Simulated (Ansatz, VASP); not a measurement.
# Cross-check of BC214 between VASP and Ansatz

Aim: how closely do two programs agree when they are given the same cell, functional and k mesh? The cell is taken from a series of runs on this material, whose earlier steps may have relaxed, scaled, displaced or heated it; both programs get it as it stands.

Method: plane waves, with VASP 6.6.1 beside it; single point at LDA, in Ansatz 0.2.0.

**1. Starting point**

The cell holds 215 atoms: 214 C and 1 B. Its edges and angles: a = 10.595 Å, b = 10.595 Å, c = 10.595 Å, α = 90.0°, β = 90.0°, γ = 90.0°. It derives from C (C (Fd-3m)). Nearest the centre at fractional (0.375, 0.375, 0.375): B215 at 0.73 Å, C78 at 1.93 Å, C16 at 1.93 Å, C31 at 1.93 Å, C106 at 1.99 Å, C107 at 2.00 Å, C105 at 2.00 Å, C88 at 2.61 Å.

**2. Ansatz: single point, LDA**

Ansatz runs on its default PAW (the set named soft_2) files.

A single point gives forces, pressure and levels at one fixed geometry, so differences don't come from the geometry; what else differs is listed under the comparison.

The input, input.yaml:

```yaml
crystal:
  lattice:
    - [10.5951881, 0.0, 0.0]
    - [0.0, 10.5951881, 0.0]
    - [0.0, 0.0, 10.5951881]
  atoms:
    - { symbol: C, position: [1.956981e-05, 0.00046250873, 0.00011741521] }
    - { symbol: C, position: [0.00045987063, 0.16736161645, 0.16702200318] }
    - { symbol: C, position: [0.16692054004, 0.00090402102, 0.16702293801] }
    - { symbol: C, position: [0.16692146449, 0.16736510587, 0.00056115612] }
    - { symbol: C, position: [0.08353770177, 0.083980452, 0.08363846553] }
    - { symbol: C, position: [0.08415610465, 0.25097192094, 0.25063170179] }
    - { symbol: C, position: [0.25052699762, 0.08460509664, 0.25063273671] }
    - { symbol: C, position: [0.25052816182, 0.25097399763, 0.08426311142] }
    - { symbol: C, position: [4.92245e-06, 0.00044717812, 0.33344373159] }
    - { symbol: C, position: [-0.00027950615, 0.16694077162, 0.50022823147] }
    - { symbol: C, position: [0.16649424717, 0.00016606845, 0.50022755441] }
    - { symbol: C, position: [0.16740678457, 0.16785364279, 0.33451026541] }
    - { symbol: C, position: [0.08337178753, 0.08381701392, 0.41690086567] }
    - { symbol: C, position: [0.08240949648, 0.25042579919, 0.58407676991] }
    - { symbol: C, position: [0.24997838542, 0.08285456001, 0.58407530065] }
    - { symbol: C, position: [0.25018947398, 0.25063240974, 0.42122483425] }
    - { symbol: C, position: [-0.00023607173, 0.00020886368, 0.66671787149] }
    - { symbol: C, position: [-9.471905e-05, 0.16694113698, 0.83353083831] }
    - { symbol: C, position: [0.16649680564, 0.00035081386, 0.83353293425] }
    - { symbol: C, position: [0.16635032775, 0.16679522983, 0.66693355699] }
    - { symbol: C, position: [0.08312245071, 0.08356742677, 0.75021134942] }
    - { symbol: C, position: [0.08337144337, 0.25037190987, 0.91693623106] }
    - { symbol: C, position: [0.2499291856, 0.0838156482, 0.91693881708] }
    - { symbol: C, position: [0.2498507869, 0.25029319581, 0.74985768768] }
    - { symbol: C, position: [6.58307e-06, 0.3337852747, 0.00010297528] }
    - { symbol: C, position: [-0.00027896946, 0.50057365025, 0.16659490367] }
    - { symbol: C, position: [0.16740784824, 0.33485117543, 0.16751103224] }
    - { symbol: C, position: [0.16649565591, 0.50057286212, -0.00018186808] }
    - { symbol: C, position: [0.08337371872, 0.41724459322, 0.08347276739] }
    - { symbol: C, position: [0.08241033768, 0.58442457007, 0.25007905896] }
    - { symbol: C, position: [0.25018781288, 0.42157183457, 0.25028414897] }
    - { symbol: C, position: [0.2499806033, 0.5844240196, 0.08250464202] }
    - { symbol: C, position: [5.904988e-05, 0.33383293525, 0.33348901484] }
    - { symbol: C, position: [-0.00044701602, 0.50019302705, 0.49984648755] }
    - { symbol: C, position: [0.16560266358, 0.33326445803, 0.50138590526] }
    - { symbol: C, position: [0.16560078838, 0.5017320635, 0.33291848248] }
    - { symbol: C, position: [0.08327330182, 0.41707178413, 0.41672495874] }
    - { symbol: C, position: [0.08266385245, 0.58363118796, 0.58328621573] }
    - { symbol: C, position: [0.24913836521, 0.41712149414, 0.58307886319] }
    - { symbol: C, position: [0.24913760274, 0.58342575347, 0.41677748639] }
    - { symbol: C, position: [-0.00077552217, 0.33346585913, 0.66706485818] }
    - { symbol: C, position: [-0.00058400861, 0.50028187587, 0.8333647135] }
    - { symbol: C, position: [0.16645066632, 0.33361954113, 0.83340533492] }
    - { symbol: C, position: [0.16536522839, 0.50017476139, 0.66744505974] }
    - { symbol: C, position: [0.08251655416, 0.41690962377, 0.75040369287] }
    - { symbol: C, position: [0.08296012211, 0.58368515052, 0.91652488592] }
    - { symbol: C, position: [0.24982959708, 0.41698212992, 0.91663387982] }
    - { symbol: C, position: [0.24943418202, 0.5834970264, 0.74989186647] }
    - { symbol: C, position: [-0.00023620146, 0.66706498959, -0.00013913178] }
    - { symbol: C, position: [-9.512426e-05, 0.83387784736, 0.16659605309] }
    - { symbol: C, position: [0.16635118783, 0.66728191611, 0.16644767156] }
    - { symbol: C, position: [0.16649764673, 0.83388029539, 3.32154e-06] }
    - { symbol: C, position: [0.08312277174, 0.75055943824, 0.08322012261] }
    - { symbol: C, position: [0.0833699695, 0.91728147663, 0.25002963403] }
    - { symbol: C, position: [0.24984953205, 0.75020634772, 0.24994884691] }
    - { symbol: C, position: [0.24992924386, 0.91728451636, 0.08347130697] }
    - { symbol: C, position: [-0.000775601, 0.66741298231, 0.33312055976] }
    - { symbol: C, position: [-0.00058485781, 0.833711653, 0.4999387693] }
    - { symbol: C, position: [0.165364469, 0.66779146476, 0.49983052344] }
    - { symbol: C, position: [0.1664491401, 0.83375267393, 0.33327672799] }
    - { symbol: C, position: [0.08251554685, 0.75075097244, 0.41656652062] }
    - { symbol: C, position: [0.08295962754, 0.91687286731, 0.58333957505] }
    - { symbol: C, position: [0.24943330939, 0.75024048871, 0.58315056596] }
[... 37 lines left out ...]
    - { symbol: C, position: [0.49975006744, 0.50019189683, -0.00035295964] }
    - { symbol: C, position: [0.41662978723, 0.41706918814, 0.08336858068] }
    - { symbol: C, position: [0.41667747186, 0.58342837302, 0.24922865151] }
    - { symbol: C, position: [0.58299367597, 0.41711666969, 0.24922366869] }
    - { symbol: C, position: [0.58318958263, 0.58363161677, 0.08275729371] }
    - { symbol: B, position: [0.33483419889, 0.33528009839, 0.33492484568] }
    - { symbol: C, position: [0.32562294974, 0.50385766368, 0.50351223154] }
    - { symbol: C, position: [0.50341319106, 0.32605608833, 0.50350267573] }
    - { symbol: C, position: [0.50340847953, 0.50384399927, 0.32571369162] }
    - { symbol: C, position: [0.41504236562, 0.58148001002, 0.58113154645] }
    - { symbol: C, position: [0.58101965344, 0.41549456288, 0.58111588463] }
    - { symbol: C, position: [0.58102119461, 0.58146670296, 0.41514619114] }
    - { symbol: C, position: [0.33307712025, 0.33351707904, 0.66612544074] }
    - { symbol: C, position: [0.33300741635, 0.50012958952, 0.83301403232] }
    - { symbol: C, position: [0.49968438024, 0.33345236845, 0.83301309865] }
    - { symbol: C, position: [0.4987728723, 0.49922474273, 0.66518124797] }
    - { symbol: C, position: [0.41614213348, 0.41658808656, 0.74932803256] }
    - { symbol: C, position: [0.41635981136, 0.5835435579, 0.91621860527] }
    - { symbol: C, position: [0.58310069421, 0.41680299543, 0.91621672939] }
    - { symbol: C, position: [0.58245695198, 0.5829036464, 0.7489203863] }
    - { symbol: C, position: [0.33302153622, 0.66741370312, -0.00067971953] }
    - { symbol: C, position: [0.33317687739, 0.83375401843, 0.16654885632] }
    - { symbol: C, position: [0.49973010074, 0.66779347267, 0.16545881757] }
    - { symbol: C, position: [0.49983816765, 0.83371491394, -0.00048708168] }
    - { symbol: C, position: [0.41646598597, 0.75075338633, 0.08261169375] }
    - { symbol: C, position: [0.41653752585, 0.91698192547, 0.24993038461] }
    - { symbol: C, position: [0.58304877572, 0.75023721027, 0.24953382939] }
    - { symbol: C, position: [0.58323944554, 0.9168734181, 0.08305963446] }
    - { symbol: C, position: [0.33307576387, 0.66647482924, 0.33317283193] }
    - { symbol: C, position: [0.33300600065, 0.83336316661, 0.49978444434] }
    - { symbol: C, position: [0.49877363832, 0.66553115283, 0.49887725471] }
    - { symbol: C, position: [0.49968428934, 0.83336178092, 0.33310787994] }
    - { symbol: C, position: [0.41614092638, 0.7496788222, 0.41624273531] }
    - { symbol: C, position: [0.41635860927, 0.91656762303, 0.5831972436] }
    - { symbol: C, position: [0.58245735265, 0.74926961314, 0.58255721784] }
    - { symbol: C, position: [0.58310045977, 0.91656474175, 0.41645828421] }
    - { symbol: C, position: [0.33271467211, 0.66684684236, 0.66649843167] }
    - { symbol: C, position: [0.33300948934, 0.83358294213, 0.83323544784] }
    - { symbol: C, position: [0.49957851579, 0.66656982211, 0.83269526702] }
    - { symbol: C, position: [0.49957790953, 0.83304374339, 0.66622361505] }
    - { symbol: C, position: [0.41619745529, 0.75002146192, 0.74967415749] }
    - { symbol: C, position: [0.4164928536, 0.91691612342, 0.91656962638] }
    - { symbol: C, position: [0.58302354739, 0.75005401226, 0.91613794388] }
    - { symbol: C, position: [0.58302390203, 0.91648536993, 0.74970711583] }
    - { symbol: C, position: [0.66662031003, 0.00020746657, -0.0001383832] }
    - { symbol: C, position: [0.66684184061, 0.16679240222, 0.16644854838] }
    - { symbol: C, position: [0.83343511224, 0.00034631247, 0.16659642983] }
    - { symbol: C, position: [0.83343627354, 0.16693910759, 1.45726e-06] }
    - { symbol: C, position: [0.75011624892, 0.08356421358, 0.08322012255] }
    - { symbol: C, position: [0.74976785291, 0.25028922518, 0.24994831559] }
    - { symbol: C, position: [0.91683911712, 0.08381086959, 0.25003017868] }
    - { symbol: C, position: [0.91684072237, 0.25037075062, 0.08346905091] }
    - { symbol: C, position: [0.66697044503, -0.00033382568, 0.33312068427] }
    - { symbol: C, position: [0.66735324067, 0.16580129853, 0.49982830931] }
    - { symbol: C, position: [0.83327105266, -0.00014386004, 0.49993923491] }
    - { symbol: C, position: [0.83331183101, 0.16688983981, 0.33327709949] }
    - { symbol: C, position: [0.75031179146, 0.08295402117, 0.41656667463] }
    - { symbol: C, position: [0.74979295436, 0.24987987583, 0.58314749661] }
    - { symbol: C, position: [0.91642812126, 0.08340499372, 0.58333958267] }
    - { symbol: C, position: [0.91653584342, 0.25027399204, 0.4166390415] }
    - { symbol: C, position: [0.66642760227, -0.00019732624, 0.66652460922] }
    - { symbol: C, position: [0.66658745665, 0.16671802958, 0.83324709669] }
    - { symbol: C, position: [0.8331654544, 0.00016053613, 0.83326188426] }
    - { symbol: C, position: [0.83315133437, 0.16671919863, 0.66668414363] }
    - { symbol: C, position: [0.74975618438, 0.08336048825, 0.74985206316] }
    - { symbol: C, position: [0.75008663865, 0.25016261373, 0.91638748871] }
    - { symbol: C, position: [0.91661926894, 0.08360149153, 0.91671465001] }
    - { symbol: C, position: [0.91629356279, 0.2501637194, 0.75018023493] }
    - { symbol: C, position: [0.66697200006, 0.33346387454, -0.00068208591] }
    - { symbol: C, position: [0.66735474946, 0.50017270236, 0.16545445357] }
    - { symbol: C, position: [0.8333118218, 0.3336183731, 0.16654705034] }
    - { symbol: C, position: [0.83327142654, 0.50028215869, -0.00049067328] }
    - { symbol: C, position: [0.75031279571, 0.41690854267, 0.08260805554] }
    - { symbol: C, position: [0.74979303507, 0.58349484819, 0.24953249755] }
    - { symbol: C, position: [0.91653590668, 0.41698311088, 0.2499291169] }
    - { symbol: C, position: [0.91642788246, 0.58368539872, 0.08305743141] }
    - { symbol: C, position: [0.66603630986, 0.33351384041, 0.33317129895] }
    - { symbol: C, position: [0.66508323052, 0.49922078056, 0.49887149445] }
    - { symbol: C, position: [0.83291713078, 0.33345337243, 0.49978291755] }
    - { symbol: C, position: [0.83291691721, 0.5001300754, 0.3331065187] }
    - { symbol: C, position: [0.74923279611, 0.41658708201, 0.41624058348] }
    - { symbol: C, position: [0.74882200524, 0.58290134196, 0.5825540294] }
    - { symbol: C, position: [0.91612225353, 0.41680392275, 0.58319622783] }
    - { symbol: C, position: [0.91612215814, 0.58354400578, 0.41645788219] }
    - { symbol: C, position: [0.66639421806, 0.33316527164, 0.66649102845] }
    - { symbol: C, position: [0.66612419876, 0.50002324442, 0.83269312214] }
    - { symbol: C, position: [0.83313647376, 0.33345393749, 0.83322972447] }
    - { symbol: C, position: [0.83259789143, 0.50002324368, 0.66622025808] }
    - { symbol: C, position: [0.74957287207, 0.41664362326, 0.74966816513] }
    - { symbol: C, position: [0.74960963157, 0.58346775134, 0.91613597797] }
    - { symbol: C, position: [0.91647057937, 0.41693667985, 0.91656432843] }
    - { symbol: C, position: [0.91604128911, 0.58346709001, 0.74970508734] }
    - { symbol: C, position: [0.66642694663, 0.66687099225, -0.00054404155] }
    - { symbol: C, position: [0.66658602974, 0.83359552842, 0.16637300227] }
    - { symbol: C, position: [0.83315114169, 0.66703180628, 0.16637199136] }
    - { symbol: C, position: [0.83316464215, 0.8336092874, -0.00018612323] }
    - { symbol: C, position: [0.74975459809, 0.7502000265, 0.08301404166] }
    - { symbol: C, position: [0.75008493764, 0.91673456711, 0.24981932455] }
    - { symbol: C, position: [0.9162931308, 0.75052811221, 0.24981847627] }
    - { symbol: C, position: [0.91661821509, 0.91706091887, 0.08325683553] }
    - { symbol: C, position: [0.66639379991, 0.66683974502, 0.33281727756] }
    - { symbol: C, position: [0.6661251261, 0.83304162624, 0.49967850413] }
    - { symbol: C, position: [0.83259769925, 0.66656794517, 0.49967794704] }
    - { symbol: C, position: [0.8331359182, 0.833577355, 0.3331103745] }
    - { symbol: C, position: [0.74957305792, 0.75001609759, 0.41629857645] }
    - { symbol: C, position: [0.74961047556, 0.91648319177, 0.58312299435] }
    - { symbol: C, position: [0.91604128849, 0.7500514927, 0.58312269038] }
    - { symbol: C, position: [0.91646962539, 0.91691030531, 0.41659494393] }
    - { symbol: C, position: [0.6658810926, 0.66632588379, 0.66597882325] }
    - { symbol: C, position: [0.66636081472, 0.83331289476, 0.83296583923] }
    - { symbol: C, position: [0.83286988142, 0.66680468701, 0.83296508197] }
    - { symbol: C, position: [0.83287026926, 0.8333125393, 0.66645894164] }
    - { symbol: C, position: [0.74944306464, 0.74988632081, 0.74953911001] }
    - { symbol: C, position: [0.7497858336, 0.9167913105, 0.91644424293] }
    - { symbol: C, position: [0.91634718203, 0.75023093717, 0.91644416602] }
    - { symbol: C, position: [0.91634811152, 0.91679203614, 0.74988340928] }
  host:
    repeats: [3, 3, 3]
    atoms:
      - { symbol: C, position: [0.0, 0.0, 0.0] }
      - { symbol: C, position: [0.0, 0.5, 0.5] }
      # ... 6 more atoms of the perfect host
basis:
  ecutwfc: 420
  xc_grid: 2
hamiltonian:
  xc: lda
kpoints:
  mp_grid: { grid: [1, 1, 1] }
magnetization:
  spin_polarized: true
  initial_magnetization: 1
  spin_locking: { lock_magnetization: hard }
scf:
  occupations: { method: fermi_dirac, width: 0.01 }
  max_iter: 60
output:
  forces: true
  charged_corrections:
    epsilon: 5.84
    static_epsilon: 5.84
    defect_position: [0.375, 0.375, 0.375]
  eigenvalues: true
checkpoint:
  read: "../q0_M1.relax_smeared.run"
  write: "../cc0.q0_M1.l0.run"
  compress: false
  write_wavefunctions: false
  write_every: 100000
```

Launch:

```bash
ansatz run input.yaml --threads 12 --pin off --max-ram 56524MiB --backend cuda --events-out ev --progress --plain --runs-dir out
```

What it wrote:

```text
Warning: the atoms were moved onto the symmetric positions of the space group found under crystal.symmetry.tolerance 1.0e-5 (fractional; no operation is sought that the atoms, as they stand in a round [...]
Warning: at least one further symmetry operation maps every atom of the structure, as the run holds it, onto an atom to within 2.19e-5 (fractional), and is not used: no operation is sought that the at [...]
Warning: checkpoint.read: the run can stay near the saved state's solution: 215 site(s) moved relative to the saved geometry (max |Δs| = 3.522e-3 fractional); the SCF starts from the saved state under [...]
[...]
SCF 1 converged in 12 iterations: F = -52142.957069 eV  dr2 = 5.43e-8
[...]
SCF converged after 12 iterations
[...]
```

(Continued in part 2 of 2.)

[Lines on the potential files, build, host, timing and source positions are cut from VASP's logs without a mark.]

[Logs are printed without paths, hosts, clocks, repeated set-up lines and the standing remarks that a program may print on its own settings, such as how far it seeks lower states.]

[Hosts, paths, dates, database ids (printed as entryN), source tags and the programs' standing remarks are cut or masked in the printed files.]
